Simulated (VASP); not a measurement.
Crystal: PbO.

```xyz
8
Lattice="5.8760 0.0000 0.0000 0.0000 5.4760 0.0000 0.0000 0.0000 4.7430" Properties=species:S:1:pos:R:3 pbc="T T T"
Pb    4.5186    2.8147    1.1858
Pb    1.3574    2.6613    3.5573
Pb    4.5186    5.3993    3.5573
Pb    1.3574    0.0767    1.1858
O     0.7756    3.1870    1.1858
O     5.1004    2.2890    3.5573
O     0.7756    5.0270    3.5573
O     5.1004    0.4490    1.1858
```

Base run:

* Program: VASP 6.6.1
* Functional: PBEsol
* Potentials or basis: VASP PAW PBE potentials, release 64 (Pb_d, O)
* Cutoff: 520 eV
* k mesh: 6 × 6 × 6
* Occupations: gaussian, width 0.02 eV
* Spin: no spin polarisation

Its results: band gap on the k mesh 1.89 eV, indirect (least direct gap 2.10 eV).

After a change of settings the same cell gave: band gap on the k mesh 2.71 eV, indirect (least direct gap 2.92 eV). Which change was it?
A. functional from PBEsol to r2SCAN
B. functional from PBEsol to TB-mBJ
C. functional from PBEsol to LDA; potentials or basis from VASP PAW PBE potentials, release 64 (Pb_d, O) to VASP PAW LDA potentials, release 64 (Pb_d, O)

B.

Caveats: spin-orbit coupling is left out, which as a rule narrows the gap of such compounds by several tenths of an eV.

Runs at the PBE level aren't shown here.
